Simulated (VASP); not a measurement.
Set up this calculation in VASP 6.6.1, as the native input.

```
Task                   : atomic charges
Functional             : PBE
Potentials or basis    : VASP PAW PBE potentials, release 64 (Ge_d)
Cutoff                 : 520 eV
k mesh                 : 9 × 9 × 6
Occupations            : gaussian, width 0.02 eV
Spin                   : no spin polarisation
Further INCAR settings : ALGO = Normal; EDIFF = 1e-06
```

The structure of Ge lies in POSCAR:

```
Ge
1.0
    0.0000000000     -2.0983605200     -2.0983605200
    0.0000000000      2.0983605200     -2.0983605200
    4.1967210500      0.0000000000      0.0000000000
Ge
2
Direct
    0.5554013700      0.4948906800      0.5484903900
    0.9445986300      0.0051093200      0.9515096100
```

This isn't the form of Ge at room conditions, which is diamond.

The cell isn't the ideal one: a zone-boundary wave of random shape, sigma 0.15 Å.

One way to write it, as run:

INCAR

```
ALGO     = Normal         # electronic algorithm
EDIFF    = 1E-6           # SCF threshold, eV
ENCUT    = 520            # plane-wave cutoff, eV
GGA      = PE             # functional
ISIF     = 2              # what is computed and relaxed
ISMEAR   = 0              # smearing method
LASPH    = T              # aspherical terms in the spheres
LCHARG   = F              # write CHGCAR
LORBIT   = 11             # projections on sites
LREAL    = F              # projectors in reciprocal space
LWAVE    = F              # write WAVECAR
NELM     = 60             # most SCF steps
PREC     = Accurate       # precision mode
SIGMA    = 0.02           # smearing width, eV
```

KPOINTS

```
k-points
0
Gamma
  9 9 6
```

Potentials or basis: VASP PAW PBE potentials, release 64 (Ge_d).

Run with:

```sh
$ cat potpaw_PBE.64/Ge_d/POTCAR > POTCAR
$ mpirun -np 1 vasp_std > vasp.out
```

Results of the run:

| Quantity | Value |
| --- | --- |
| Pressure | 9.8 GPa |
| Largest force | 1.658 eV/Å |
| Band gap on the k mesh | none (metal or under the smearing width) |
| Valence electrons inside the program's atomic spheres | Ge 12.28 |

Caveat: forces of over 1 eV/Å show positions far from the minimum, so gaps and moduli don't describe the material at rest.

Run time: 51 s on 1 thread of Intel(R) Xeon(R) Platinum 8488C (Sapphire Rapids), with other jobs on the host, peak memory 0.24 GiB.
